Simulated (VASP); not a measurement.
# TaC (Fm-3m) in VASP: settings compared

The runs below take TaC through relaxation of cell and atoms, with PBE, PBEsol.

Everything below comes from runs of VASP 6.6.1. Logs are shortened: lines on timing, memory, paths and dates and some standing lists are left out, and cuts for length are marked.

## 1. The crystal as given

The structure is cubic, space group Fm-3m (No. 225). The conventional cell has a = 4.446 Å, b = 4.446 Å, c = 4.446 Å, α = 90.00°, β = 90.00°, γ = 90.00°. Around Ta (site symmetry m-3m) lie 6 C at 2.22 Å. C (site symmetry m-3m) is surrounded by 6 Ta at 2.22 Å.

## 2. Relaxation of cell and atoms, PBE

INCAR reads:

```
SYSTEM = TaC
PREC = Accurate ; ENCUT = 600
EDIFF = 1E-6 ; ISMEAR = 1
SIGMA = 0.1 ; LREAL = .FALSE.
LASPH = .TRUE. ; NELM = 80
ALGO = Normal ; ISIF = 3
LWAVE = .FALSE. ; LCHARG = .FALSE.
GGA = PE ; IBRION = 2
NSW = 90 ; EDIFFG = -0.01
```

KPOINTS reads:

```
Automatic mesh
0
G
  14 14 14
  0 0 0
```

POSCAR reads:

```
TaC
1.0
    0.0000000000      2.2230000000      2.2230000000
    2.2230000000      0.0000000000      2.2230000000
    2.2230000000      2.2230000000      0.0000000000
Ta C
1 1
Direct
    0.0000000000      0.0000000000      0.0000000000
    0.5000000000      0.5000000000      0.5000000000
```

Potentials or basis: VASP PAW PBE potentials, release 64 (Ta_pv, C).

On the command line:

```sh
cat potpaw_PBE.64/Ta_pv/POTCAR potpaw_PBE.64/C/POTCAR > POTCAR
mpirun -np 1 vasp_std > vasp.out
```

OUTCAR:

```text
SYSTEM = TaC
   PREC = Accurate
   ENCUT = 600
   EDIFF = 1E-6
   ISMEAR = 1
   LREAL = .FALSE.
   LASPH = .TRUE.
   NELM = 80
   ISIF = 3
   GGA = PE
   IBRION = 2
   NSW = 90
   EDIFFG = -0.01

 ion  position               nearest neighbor table
   1  0.000  0.000  0.000-   2 2.22   2 2.22   2 2.22   2 2.22   2 2.22   2 2.22
   2  0.500  0.500  0.500-   1 2.22   1 2.22   1 2.22   1 2.22   1 2.22   1 2.22

  LATTYP: Found a face centered cubic cell.
 ALAT       =     4.4460000000

  Lattice vectors:

 A1 = (   0.0000000000,   2.2230000000,   2.2230000000)
 A2 = (   2.2230000000,   0.0000000000,   2.2230000000)
 A3 = (   2.2230000000,   2.2230000000,   0.0000000000)

Analysis of symmetry for initial positions (statically):
=====================================================================
 Subroutine PRICEL returns:
 Original cell was already a primitive cell.

 Routine SETGRP: Setting up the symmetry group for a
 face centered cubic supercell.

 Subroutine GETGRP returns: Found 48 space group operations
 (whereof 48 operations were pure point group operations)
 out of a pool of 48 trial point group operations.

The static configuration has the point symmetry O_h .

Analysis of symmetry for dynamics (positions and initial velocities):
=====================================================================
 Subroutine PRICEL returns:
 Original cell was already a primitive cell.

 Routine SETGRP: Setting up the symmetry group for a
 face centered cubic supercell.

 Subroutine GETGRP returns: Found 48 space group operations
 (whereof 48 operations were pure point group operations)
 out of a pool of 48 trial point group operations.

The dynamic configuration has the point symmetry O_h .

 Subroutine INISYM returns: Found 48 space group operations
 (whereof 48 operations are pure point group operations),
 and found     1 'primitive' translations

----------------------------------------------------------------------------------------

                                     Primitive cell

  volume of cell :      21.9709

  direct lattice vectors                    reciprocal lattice vectors
     0.000000000  2.223000000  2.223000000    -0.224921278  0.224921278  0.224921278
     2.223000000  0.000000000  2.223000000     0.224921278 -0.224921278  0.224921278
     2.223000000  2.223000000  0.000000000     0.224921278  0.224921278 -0.224921278

  length of vectors
     3.143796749  3.143796749  3.143796749     0.389575080  0.389575080  0.389575080

  position of ions in fractional coordinates (direct lattice)
     0.000000000  0.000000000  0.000000000
     0.500000000  0.500000000  0.500000000

  ion indices of the primitive-cell ions
   primitive index   ion index
                 1           1
                 2           2

----------------------------------------------------------------------------------------

 KPOINTS: Automatic mesh

Automatic generation of k-mesh.
 Grid dimensions read from file:
 generate k-points for:   14   14   14

 Generating k-lattice:

  Cartesian coordinates                     Fractional coordinates (reciprocal lattice)
    -0.016065806  0.016065806  0.016065806     0.071428571  0.000000000  0.000000000
     0.016065806 -0.016065806  0.016065806     0.000000000  0.071428571  0.000000000
     0.016065806  0.016065806 -0.016065806     0.000000000  0.000000000  0.071428571

  Length of vectors
     0.027826791  0.027826791  0.027826791

  Shift w.r.t. Gamma in fractional coordinates (k-lattice)
     0.000000000  0.000000000  0.000000000

 Subroutine IBZKPT returns following result:
 ===========================================

 Found    104 irreducible k-points:

 Following reciprocal coordinates:
            Coordinates               Weight
  0.000000  0.000000  0.000000      1.000000
  0.071429  0.000000  0.000000      8.000000
  0.142857  0.000000  0.000000      8.000000
  0.214286  0.000000  0.000000      8.000000
  0.285714  0.000000  0.000000      8.000000
  0.357143  0.000000  0.000000      8.000000
[... 16 lines left out ...]
  0.214286  0.142857  0.000000     24.000000
  0.285714  0.142857  0.000000     24.000000
 [... further k-points ...]
   k-points           NKPTS =    104   k-points in BZ     NKDIM =    104   number of bands    NBANDS=     11
   number of dos      NEDOS =    301   number of ions     NIONS =      2
   total plane-waves  NPLWV =  21952
   dimension x,y,z NGX =    28 NGY =   28 NGZ =   28
   dimension x,y,z NGXF=    56 NGYF=   56 NGZF=   56
   ions per type =               1   1
   NGX,Y,Z   is equivalent  to a cutoff of  14.81, 14.81, 14.81 a.u.
   NGXF,Y,Z  is equivalent  to a cutoff of  29.61, 29.61, 29.61 a.u.
 SYSTEM =  TaC
   PREC   = accura    normal or accurate (medium, high low for compatibility)
   ISTART =      0    job   : 0-new  1-cont  2-samecut
   ICHARG =      2    charge: 1-file 2-atom 10-const
   ISPIN  =      1    spin polarized calculation?
   LNONCOLLINEAR =      F non collinear calculations
   LSORBIT =      F    spin-orbit coupling
   LASPH  =      T    aspherical Exc in radial PAW
   ENCUT  =  600.0 eV  44.10 Ry    6.64 a.u.   6.28  6.28  6.28*2*pi/ulx,y,z
   NELM   =     80;   NELMIN=  2; NELMDL= -5     # of ELM steps
   EDIFF  = 0.1E-05   stopping-criterion for ELM
   LREAL  =      F    real-space projection
   EDIFFG = -.1E-01   stopping-criterion for IOM
   NSW    =     90    number of steps for IOM
   IBRION =      2    ionic relax: 0-MD 1-quasi-New 2-CG
   NFREE  =      1    steps in history (QN), initial steepest desc. (CG)
   ISIF   =      3    stress and relaxation
   ISYM   =      2    0-nonsym 1-usesym 2-fastsym
   POTIM  = 0.5000    time-step for ionic-motion
   TEBEG  =    0.0;   TEEND  =   0.0 temperature during run
   PSTRESS=    0.0 pullay stress
   NELECT =      15.0000    total number of electrons
   NUPDOWN=      -1.0000    fix difference up-down
   EMIN   =  10.00;   EMAX   =-10.00  energy-range for DOS
   EFERMI =   0.00;   METHOD = LEGACY
   ISMEAR =     1;   SIGMA  =   0.10  broadening in eV -4-tet -1-fermi 0-gaus
   EFERMI_NEDOS =   21; number of points for ismear=-14 and -15
   IALGO  =     38    algorithm
   IMIX   =      4    mixing-type and parameters
     AMIX     =   0.40;   BMIX     =  1.00
     AMIX_MAG =   1.60;   BMIX_MAG =  1.00
  volume/ion in A,a.u.               =      10.99        74.13
  Fermi-wavevector in a.u.,A,eV,Ry     =   1.441526  2.724089 28.272865  2.077997
  Thomas-Fermi vector in A             =   2.560148
   LORBIT       =      0    0 simple, 1 ext, 2 COOP (PROOUT), +10 PAW based schemes
   GGA     = PE    functional components
   LHFCALC =     F    Hartree Fock is set to
   AEXX    =    0.0000 exact exchange contribution
   IVDW    =     0    specifies the selected vdW correction
   LEPSILON=     F    determine dielectric tensor
   LRPA    =     F    only Hartree local field effects (RPA)
 conjugate gradient relaxation of ions
 non-spin polarized calculation
 Methfessel and Paxton  Order N= 1 SIGMA  =   0.10
  energy-cutoff  :      600.00
  volume of cell :       21.97
 maximum number of plane-waves:       754
 NGX is ok and might be reduce to    28
   NGX = 13   NGY = 13   NGZ = 13

--------------------------------------- Ionic step        1  -------------------------------------------

 number of electron      14.9999999 magnetization

 Free energy of the ion-electron system (eV)
  ---------------------------------------------------
  ext. energy  EPLUGINS =         0.00000000
  ---------------------------------------------------
  free energy    TOTEN  =       -22.18726592 eV

  energy without entropy =      -22.18675438  energy(sigma->0) =      -22.18709540

------------------------ aborting loop because EDIFF is reached ----------------------------------------

  FORCE on cell =-STRESS in cart. coord.  units (eV):
  Direction    XX          YY          ZZ          XY          YZ          ZX
  --------------------------------------------------------------------------------------
  -------------------------------------------------------------------------------------
  Total        1.0118491      1.0118491      1.0118491     -0.0000000     -0.0000000      0.0000000
  in kB       73.7866778     73.7866778     73.7866778     -0.0000000     -0.0000000      0.0000000
  external PRESSURE =      73.7866778 kB  Pullay stress =       0.0000000 kB
[... 57 lines left out ...]
  energy  without entropy=      -22.1414458988  energy(sigma->0) =      -22.14186137

--------------------------------------- Ionic step        3  -------------------------------------------

 number of electron      15.0000001 magnetization

 Free energy of the ion-electron system (eV)
  ---------------------------------------------------
  ext. energy  EPLUGINS =         0.00000000
  ---------------------------------------------------
  free energy    TOTEN  =       -22.19813397 eV

  energy without entropy =      -22.19757139  energy(sigma->0) =      -22.19794644

 E-fermi :   8.3304     XC(G=0): -13.1191

 val. band max:        8.3148095132   @ k =  -0.2143   0.1429   0.0000
 cond. band min:       8.3588444871   @ k =   0.1429   0.0714   0.0000
 fundamental gap:      0.0440349739
 Fermi energy:         8.3304133363

 k-point     1 :       0.0000    0.0000    0.0000
  band No.  band energies     occupation
      1     -26.8726      2.00000
      2     -26.8726      2.00000
      3     -26.8726      2.00000
      4      -6.4770      2.00000
      5       6.9343      2.00000
      6       6.9343      2.00000
      7       6.9343      2.00000
      8       7.7557      2.00000
      9       7.7557      2.00000
     10       7.7557      2.00000
     11       8.8756     -0.00000
[... 309 lines left out ...]
 k-point    24 :       0.2857    0.1429    0.0000
  band No.  band energies     occupation
      1     -27.2077      2.00000
      2     -26.9583      2.00000
      3     -26.9473      2.00000
      4      -4.7585      2.00000
      5       2.5359      2.00000
      6       4.2754      2.00000
      7       4.9536      2.00000
      8       7.0472      2.00000
      9       9.7304     -0.00000
     10      10.5237      0.00000
     11      12.1878      0.00000

 [... further k-points ...]

------------------------ aborting loop because EDIFF is reached ----------------------------------------

  FORCE on cell =-STRESS in cart. coord.  units (eV):
  Direction    XX          YY          ZZ          XY          YZ          ZX
  --------------------------------------------------------------------------------------
  -------------------------------------------------------------------------------------
  Total       -0.0150092     -0.0150092     -0.0150092      0.0000000      0.0000000      0.0000000
  in kB       -1.0705878     -1.0705878     -1.0705878      0.0000000      0.0000000      0.0000000
  external PRESSURE =      -1.0705878 kB  Pullay stress =       0.0000000 kB
[... 17 lines left out ...]
  FREE ENERGIE OF THE ION-ELECTRON SYSTEM (eV)
  ---------------------------------------------------
  free  energy   TOTEN  =       -22.1981339659 eV

  energy  without entropy=      -22.1975713919  energy(sigma->0) =      -22.19794644

 reached required accuracy - stopping structural energy minimisation
```

It took 45 s on 1 thread of Intel Xeon Platinum 8488C (Sapphire Rapids), shared host; peak memory 0.19 GiB.

Results:

- Free energy: -22.1981 eV
- Relaxed volume: 11.23 Å³/atom
- Relaxed cell: a = 3.167 Å, b = 3.167 Å, c = 3.167 Å, α = 60.00°, β = 60.00°, γ = 60.00°
- Space group after relaxing (to 0.05 Å): Fm-3m (No. 225)
- Energy gained by relaxing: 5.4 meV/atom
- Ionic steps: 3
- Pressure after relaxing: -0.1 GPa
- Band gap on the k mesh: none (metal or under the smearing width)

Step by step:
```csv
step,energy change (eV),largest force (eV/Å),pressure (GPa),volume (Å³)
1,0.0000,0.0000,7.38,21.97
2,0.0452,0.0000,-14.72,23.62
3,-0.0109,0.0000,-0.11,22.46
```

Final structure:
```xyz
2
Lattice="0.0000 2.2394 2.2394 2.2394 0.0000 2.2394 2.2394 2.2394 0.0000" Properties=species:S:1:pos:R:3 pbc="T T T"
Ta    0.0000    0.0000    0.0000
C     2.2394    2.2394    2.2394
```

Levels at points of the mesh, in eV from the Fermi level:
```
           k point  band 5  band 6  band 7  band 8  band 9  band 10  band 11
(0.00, 0.00, 0.00)   -1.40   -1.40   -1.40   -0.57   -0.57    -0.57     0.55
(0.50, 0.00, 0.00)   -8.73   -5.49   -5.49    2.57    2.57     3.52     5.25
(0.50, 0.50, 0.00)   -4.71   -4.55   -1.87   -1.87    2.46     3.91     3.91
```

Spin-orbit coupling is left out, which matters for the levels of Ta. Zero-point motion and thermal expansion aren't in these numbers.

(Continued in part 2 of 2.)
